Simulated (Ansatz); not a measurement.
**Br: pressure up to the limit of the methods**

How does Br (simple hexagonal type) answer strong compression? The runs shown use PAW.

Program: Ansatz 0.2.0. Level of theory: DFT PBE, with the methods named in each step. These are calculated values, not measurements.

### 1 The system as given

Symmetry: P6/mmm, No. 191, hexagonal system. Conventional cell: a = 3.255 Å, b = 3.255 Å, c = 3.060 Å, α = 90.00°, β = 90.00°, γ = 120.00°. Br (site symmetry 6/mmm) is surrounded by 8 Br at 3.06 to 3.26 Å.

Coordinates:

```cif
data_structure
_symmetry_space_group_name_H-M 'P6/mmm'
_symmetry_Int_Tables_number 191
_cell_length_a 3.2552
_cell_length_b 3.2552
_cell_length_c 3.0599
_cell_angle_alpha 90.000
_cell_angle_beta 90.000
_cell_angle_gamma 120.000
_cell_volume 28.08
loop_
_atom_site_label
_atom_site_type_symbol
_atom_site_symmetry_multiplicity
_atom_site_Wyckoff_symbol
_atom_site_fract_x
_atom_site_fract_y
_atom_site_fract_z
_atom_site_occupancy
Br1 Br 1 a 0.00000 0.00000 0.00000 1
```

The file gives the conventional cell by its symmetry; the runs use the cell typed in the input.

Whether this phase is the stable one at these pressures isn't tested.

### 2 Cell relaxed at zero pressure, PAW

File input.yaml:

```yaml
crystal:
  lattice:
    - [3.2552139605, 0.0, 0.0]
    - [-1.6276069802, 2.8190979845, 0.0]
    - [0.0, 0.0, 3.0599011228]
  atoms:
    - { symbol: Br, position: [0.0, 0.0, 0.0] }
kpoints:
  mp_grid: { grid: [15, 15, 14] }
scf:
  occupations: { method: fermi_dirac, width: 0.1 }
hamiltonian:
  xc: pbe
  pseudopotentials: { kind: paw }
output:
  forces: true
  stress: true
  write_density: true
  write_potential: true
  elf: true
  volumetric_format: npy
relax:
  f_tol: 0.005
  max_steps: 40
  cell: {}
```

Launch:

```bash
> ansatz run input.yaml --threads 1 --pin off --max-ram 2048MiB --backend cpu --events-out ev --progress --plain --runs-dir out
```

Further steps of the session: Volume scaled by 1, PAW; Shape and atoms relaxed at 0.9 of the volume, PAW; Volume scaled by 0.9, PAW; Shape and atoms relaxed at 0.8 of the volume, PAW; Volume scaled by 0.8, PAW; Shape and atoms relaxed at 0.7 of the volume, PAW; Volume scaled by 0.7, PAW; Shape and atoms relaxed at 0.6 of the volume, PAW; Volume scaled by 0.6, PAW; Shape and atoms relaxed at 0.5 of the volume, PAW; Volume scaled by 0.5, PAW; Shape and atoms relaxed at 0.4 of the volume, PAW; Volume scaled by 0.4, PAW; Volume scaled by 0.4, PAW (core large).

Before running it: what results should come out? Wanted: PAW pressure at 0.4 of the volume; PAW; fitted bulk modulus at zero pressure.

**Answer**, as computed:

| quantity | value |
| --- | --- |
| PAW pressure at 0.4 of the volume | 112.6 GPa |
| PAW (core large) pressure at 0.4 of the volume | 112.6 GPa |
| fitted bulk modulus at zero pressure (PAW) | 12.5 GPa |
| its pressure derivative | 5.38 |

In words: At 0.4 of the starting volume PAW gives 113 GPa. A third-order Birch-Murnaghan curve fits the range only roughly (B₀ = 12.5 GPa, B′ = 5.38, misfit at most 0.92 GPa). A fit over so wide a range leans to the high pressures, so B₀ can be off by several per cent. No all-electron run checks these rows here, and frozen cores can fail under such compression. The ions are at rest, and the electrons smeared by 0.1 eV.
